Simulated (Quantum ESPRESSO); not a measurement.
# Si2Ni (I4/mmm) in Quantum ESPRESSO: single point with PBE

Aim: the single point of Si2Ni with PBE.

Everything below comes from runs of Quantum ESPRESSO 7.5. Logs are shortened: lines on timing, memory, paths and dates and some standing lists are left out, and cuts for length are marked.

### Step 1. The crystal as given

It takes space group I4/mmm (No. 139, tetragonal). Conventional cell: a = 3.845 Å, b = 3.845 Å, c = 5.330 Å, α = 90.00°, β = 90.00°, γ = 90.00°. Around Ni (site symmetry 4/mmm) lie 8 Si at 2.34 Å. Around Si (site symmetry -4m2) lie 4 Ni at 2.34 Å and 2 Si at 2.67 Å.

The cell was built by a generator and needn't be a form met in nature.

### Step 2. Single point, PBE

File pw.in:

```
&CONTROL
  calculation = 'scf'
  prefix = 'pwscf'
  outdir = './tmp'
  pseudo_dir = './pseudo'
  tprnfor = .true.
  tstress = .true.
  disk_io = 'nowf'
/
&SYSTEM
  ibrav = 0
  nat = 3
  ntyp = 2
  ecutwfc = 55
  ecutrho = 440
  nbnd = 20
  occupations = 'smearing'
  smearing = 'mp'
  degauss = 0.00734986
/
&ELECTRONS
  conv_thr = 6d-10
  electron_maxstep = 120
  mixing_beta = 0.5
/
ATOMIC_SPECIES
Ni    58.6934 ni_pbe_v1.4.uspp.F.UPF
Si    28.0850 Si.pbe-n-rrkjus_psl.1.0.0.UPF
CELL_PARAMETERS angstrom
   0.0000000000    2.7191747520    2.6652228720
   2.7191747520    0.0000000000    2.6652228720
   2.7191747520    2.7191747520    0.0000000000
ATOMIC_POSITIONS crystal
Ni     0.0000000000    0.0000000000    0.0000000000
Si     0.2500000000    0.2500000000    0.2500000000
Si     0.7500000000    0.7500000000    0.7500000000
K_POINTS automatic
16 16 16 0 0 0
```

Potentials or basis: SSSP 1.3 efficiency PBE.

Run with:

```
$ OMP_NUM_THREADS=1 pw.x -in pw.in > pw.out
```

pw.out:

```text
This program is part of the open-source Quantum ESPRESSO suite
     for quantum simulation of materials; please cite
[... 9 lines left out ...]
     --------------------
     sticks:   dense  smooth     PW     G-vecs:    dense   smooth      PW
     Sum        1581     785    249                41389    14671    2549

     Using Slab Decomposition

     bravais-lattice index     =            0
     lattice parameter (alat)  =       7.1952  a.u.
     unit-cell volume          =     265.9710 (a.u.)^3
     number of atoms/cell      =            3
     number of atomic types    =            2
     number of electrons       =        26.00
     number of Kohn-Sham states=           20
     kinetic-energy cutoff     =      55.0000  Ry
     charge density cutoff     =     440.0000  Ry
     scf convergence threshold =      6.0E-10
     mixing beta               =       0.5000
     number of iterations used =            8  plain     mixing
     Exchange-correlation= PBE
                           (   1   4   3   4   0   0   0)

     celldm(1)=   7.195199  celldm(2)=   0.000000  celldm(3)=   0.000000
     celldm(4)=   0.000000  celldm(5)=   0.000000  celldm(6)=   0.000000

     crystal axes: (cart. coord. in units of alat)
               a(1) = (   0.000000   0.714156   0.699986 )
               a(2) = (   0.714156   0.000000   0.699986 )
               a(3) = (   0.714156   0.714156   0.000000 )

     reciprocal axes: (cart. coord. in units 2 pi/alat)
               b(1) = ( -0.700127  0.700127  0.714300 )
               b(2) = (  0.700127 -0.700127  0.714300 )
               b(3) = (  0.700127  0.700127 -0.714300 )

     PseudoPot. # 1 for Ni read from file:
     ni_pbe_v1.4.uspp.F.UPF
     Pseudo is Ultrasoft + core correction, Zval = 18.0
     Generated by new atomic code, or converted to UPF format
     Using radial grid of  865 points,  6 beta functions with:
                l(1) =   0
                l(2) =   0
                l(3) =   1
                l(4) =   1
                l(5) =   2
                l(6) =   2
     Q(r) pseudized with 10 coefficients,  rinner =    0.980   0.980   0.980
                                                       0.980   0.980

     PseudoPot. # 2 for Si read from file:
     Si.pbe-n-rrkjus_psl.1.0.0.UPF
     Pseudo is Ultrasoft + core correction, Zval =  4.0
     Generated using "atomic" code by A. Dal Corso  v.5.1
     Using radial grid of 1141 points,  6 beta functions with:
                l(1) =   0
                l(2) =   0
                l(3) =   1
                l(4) =   1
                l(5) =   2
                l(6) =   2
     Q(r) pseudized with 0 coefficients

     atomic species   valence    mass     pseudopotential
     Ni               18.00    58.69340     Ni( 1.00)
     Si                4.00    28.08500     Si( 1.00)

     16 Sym. Ops., with inversion, found

   Cartesian axes

     site n.     atom                  positions (alat units)
         1        Ni     tau(   1) = (   0.0000000   0.0000000   0.0000000  )
         2        Si     tau(   2) = (   0.3570781   0.3570781   0.3499932  )
         3        Si     tau(   3) = (   1.0712343   1.0712343   1.0499796  )

     number of k points=   349  Methfessel-Paxton smearing, width (Ry)=  0.0073

     Number of k-points >= 100: set verbosity='high' to print them.

     Dense  grid:    41389 G-vectors     FFT dimensions: (  50,  50,  50)

     Smooth grid:    14671 G-vectors     FFT dimensions: (  36,  36,  36)

     Check: negative core charge=   -0.000004

     Initial potential from superposition of free atoms

     starting charge      23.9989, renormalised to      26.0000
     Starting wfcs are   21 randomized atomic wfcs

     Self-consistent Calculation

     iteration #  1     ecut=    55.00 Ry     beta= 0.50
     Davidson diagonalization with overlap
     ethr =  1.00E-02,  avg # of iterations =  7.0

     total energy              =    -337.80012028 Ry
     estimated scf accuracy    <      51.37969874 Ry

     iteration #  2     ecut=    55.00 Ry     beta= 0.50
     Davidson diagonalization with overlap
     ethr =  1.00E-02,  avg # of iterations =  3.0

     total energy              =    -365.47123045 Ry
     estimated scf accuracy    <      54.95199942 Ry

     iteration #  3     ecut=    55.00 Ry     beta= 0.50
     Davidson diagonalization with overlap
     ethr =  1.00E-02,  avg # of iterations =  2.2

     total energy              =    -365.68857065 Ry
     estimated scf accuracy    <      10.67272508 Ry

     iteration #  4     ecut=    55.00 Ry     beta= 0.50
     Davidson diagonalization with overlap
     ethr =  1.00E-02,  avg # of iterations =  2.2

     total energy              =    -366.51954960 Ry
     estimated scf accuracy    <       1.32023508 Ry

     iteration #  5     ecut=    55.00 Ry     beta= 0.50
     Davidson diagonalization with overlap
     ethr =  5.08E-03,  avg # of iterations =  1.3

     total energy              =    -365.75942721 Ry
     estimated scf accuracy    <       1.34555279 Ry

     iteration #  6     ecut=    55.00 Ry     beta= 0.50
     Davidson diagonalization with overlap
     ethr =  5.08E-03,  avg # of iterations =  2.2

     total energy              =    -366.43449468 Ry
     estimated scf accuracy    <       3.47592133 Ry

     iteration #  7     ecut=    55.00 Ry     beta= 0.50
     Davidson diagonalization with overlap
     ethr =  5.08E-03,  avg # of iterations =  1.0

     total energy              =    -366.10639578 Ry
     estimated scf accuracy    <       2.73951550 Ry

     iteration #  8     ecut=    55.00 Ry     beta= 0.50
     Davidson diagonalization with overlap
     ethr =  5.08E-03,  avg # of iterations =  1.1

     total energy              =    -366.23652987 Ry
     estimated scf accuracy    <       0.26606471 Ry

     iteration #  9     ecut=    55.00 Ry     beta= 0.50
     Davidson diagonalization with overlap
     ethr =  1.02E-03,  avg # of iterations =  1.4

     total energy              =    -366.11424887 Ry
     estimated scf accuracy    <       0.50605980 Ry

     iteration # 10     ecut=    55.00 Ry     beta= 0.50
     Davidson diagonalization with overlap
     ethr =  1.02E-03,  avg # of iterations =  2.0

     total energy              =    -366.19080674 Ry
     estimated scf accuracy    <       0.04927082 Ry

     iteration # 11     ecut=    55.00 Ry     beta= 0.50
     Davidson diagonalization with overlap
     ethr =  1.90E-04,  avg # of iterations =  1.8

     total energy              =    -366.19497907 Ry
     estimated scf accuracy    <       0.00392040 Ry

     iteration # 12     ecut=    55.00 Ry     beta= 0.50
     Davidson diagonalization with overlap
     ethr =  1.51E-05,  avg # of iterations =  3.9

     total energy              =    -366.19178585 Ry
     estimated scf accuracy    <       0.01817988 Ry

     iteration # 13     ecut=    55.00 Ry     beta= 0.50
     Davidson diagonalization with overlap
     ethr =  1.51E-05,  avg # of iterations =  2.0

     total energy              =    -366.19354152 Ry
     estimated scf accuracy    <       0.00009993 Ry

     iteration # 14     ecut=    55.00 Ry     beta= 0.50
     Davidson diagonalization with overlap
     ethr =  3.84E-07,  avg # of iterations =  2.7

     total energy              =    -366.19354594 Ry
     estimated scf accuracy    <       0.00018278 Ry

     iteration # 15     ecut=    55.00 Ry     beta= 0.50
     Davidson diagonalization with overlap
     ethr =  3.84E-07,  avg # of iterations =  1.0

     total energy              =    -366.19352846 Ry
     estimated scf accuracy    <       0.00012076 Ry

     iteration # 16     ecut=    55.00 Ry     beta= 0.50
     Davidson diagonalization with overlap
     ethr =  3.84E-07,  avg # of iterations =  1.0

     total energy              =    -366.19353210 Ry
     estimated scf accuracy    <       0.00001748 Ry

     iteration # 17     ecut=    55.00 Ry     beta= 0.50
     Davidson diagonalization with overlap
     ethr =  6.72E-08,  avg # of iterations =  1.1

     total energy              =    -366.19353150 Ry
     estimated scf accuracy    <       0.00000659 Ry

     iteration # 18     ecut=    55.00 Ry     beta= 0.50
     Davidson diagonalization with overlap
     ethr =  2.53E-08,  avg # of iterations =  1.3

     total energy              =    -366.19353180 Ry
     estimated scf accuracy    <       0.00000045 Ry

     iteration # 19     ecut=    55.00 Ry     beta= 0.50
     Davidson diagonalization with overlap
     ethr =  1.74E-09,  avg # of iterations =  2.9

     total energy              =    -366.19353188 Ry
     estimated scf accuracy    <       0.00000001 Ry

     iteration # 20     ecut=    55.00 Ry     beta= 0.50
     Davidson diagonalization with overlap
     ethr =  3.89E-11,  avg # of iterations =  3.8

     total energy              =    -366.19353188 Ry
     estimated scf accuracy    <       0.00000010 Ry

     iteration # 21     ecut=    55.00 Ry     beta= 0.50
     Davidson diagonalization with overlap
     ethr =  3.89E-11,  avg # of iterations =  2.0

     total energy              =    -366.19353188 Ry
     estimated scf accuracy    <       0.00000002 Ry

     iteration # 22     ecut=    55.00 Ry     beta= 0.50
     Davidson diagonalization with overlap
     ethr =  3.89E-11,  avg # of iterations =  2.0

     total energy              =    -366.19353188 Ry
     estimated scf accuracy    <          4.2E-09 Ry

     iteration # 23     ecut=    55.00 Ry     beta= 0.50
     Davidson diagonalization with overlap
     ethr =  1.63E-11,  avg # of iterations =  2.0

     End of self-consistent calculation

     Number of k-points >= 100: set verbosity='high' to print the bands.

     the Fermi energy is    13.2138 ev

!    total energy              =    -366.19353188 Ry
     estimated scf accuracy    <          1.4E-10 Ry
     smearing contrib. (-TS)   =       0.00001926 Ry
     internal energy E=F+TS    =    -366.19355114 Ry

     The total energy is F=E-TS. E is the sum of the following terms:
     one-electron contribution =    -290.44236760 Ry
     hartree contribution      =     158.27401424 Ry
     xc contribution           =     -48.09218820 Ry
     ewald contribution        =    -185.93300959 Ry

     convergence has been achieved in  23 iterations

     Forces acting on atoms (cartesian axes, Ry/au):

     atom    1 type  1   force =     0.00000000   -0.00000000   -0.00000000
     atom    2 type  2   force =     0.00000000   -0.00000000   -0.00000000
     atom    3 type  2   force =     0.00000000   -0.00000000    0.00000000

     Total force =     0.000000     Total SCF correction =     0.000000

     Computing stress (Cartesian axis) and pressure

          total   stress  (Ry/bohr**3)                   (kbar)     P=       38.90
   0.00024493   0.00000000   0.00000000           36.03        0.00        0.00
  -0.00000000   0.00024493   0.00000000           -0.00       36.03        0.00
   0.00000000   0.00000000   0.00030347            0.00        0.00       44.64

=------------------------------------------------------------------------------=
   JOB DONE.
=------------------------------------------------------------------------------=
```

Run time: 8.4 min. Hardware: 1 thread of Intel Xeon Platinum 8259CL at 2.50GHz (Skylake/Cascade Lake), shared host; peak memory 0.37 GiB.

What came out:

```
Free energy            : -4982.3168 eV
Pressure               : 3.9 GPa
Band gap on the k mesh : none (metal or under the smearing width)
```

Stress tensor (GPa, compression positive):
```
3.60 0.00 0.00
0.00 3.60 0.00
0.00 0.00 4.46
```

Spin polarisation is off, so any magnetic state and its effect on volume and gap are missing.
